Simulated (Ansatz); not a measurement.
# Equation of state of CdTe under PBE+D3(BJ)

```cif
data_structure
_symmetry_space_group_name_H-M 'F-43m'
_symmetry_Int_Tables_number 216
_cell_length_a 6.4100
_cell_length_b 6.4100
_cell_length_c 6.4100
_cell_angle_alpha 90.000
_cell_angle_beta 90.000
_cell_angle_gamma 90.000
_cell_volume 263.37
loop_
_atom_site_label
_atom_site_type_symbol
_atom_site_symmetry_multiplicity
_atom_site_Wyckoff_symbol
_atom_site_fract_x
_atom_site_fract_y
_atom_site_fract_z
_atom_site_occupancy
Te1 Te 4 c 0.25000 0.25000 0.25000 1
Cd1 Cd 4 a 0.00000 0.00000 0.00000 1
```

The cell was scaled at fixed shape and fractions and run with Ansatz, Ansatz PAW, cutoff 420 eV; PBE+D3(BJ), k mesh 7 × 7 × 7 on the cell of 2 atoms, fermi-dirac occupations of 0.05 eV, no spin polarisation, no spin-orbit coupling. Energies are those that the program minimises, any entropy of the smearing included.

```csv
V (Å³/atom),energy over the lowest row (meV/atom)
30.9465,59.25
31.6050,38.10
32.2634,22.13
32.9218,?
33.5803,3.61
34.2387,0.16
34.8972,0.00
```

Problem. Fit the third-order Birch-Murnaghan form, give V0, B0 and B′, and predict the energy left open.

Solution. With y = (V0/V)^(2/3), E = E0 + (9 V0 B0/16) [(y - 1)³ B′ + (y - 1)² (6 - 4y)]. Least squares through the rows shown give V0 = 34.5954 Å³/atom, E0 = -0.32 meV, B0 = 39.99 GPa (1 eV/Å³ = 160.218 GPa) and B′ = 4.79, with a largest miss of 0.01 meV. At V = 32.9218 the form with these constants gives 10.80 meV; the run gave 10.80 meV an atom. Measured volume: 34.02 Å³/atom at 300 K (a printed reference work), so the fit lies +1.7 % from it. The runs are for a static lattice.
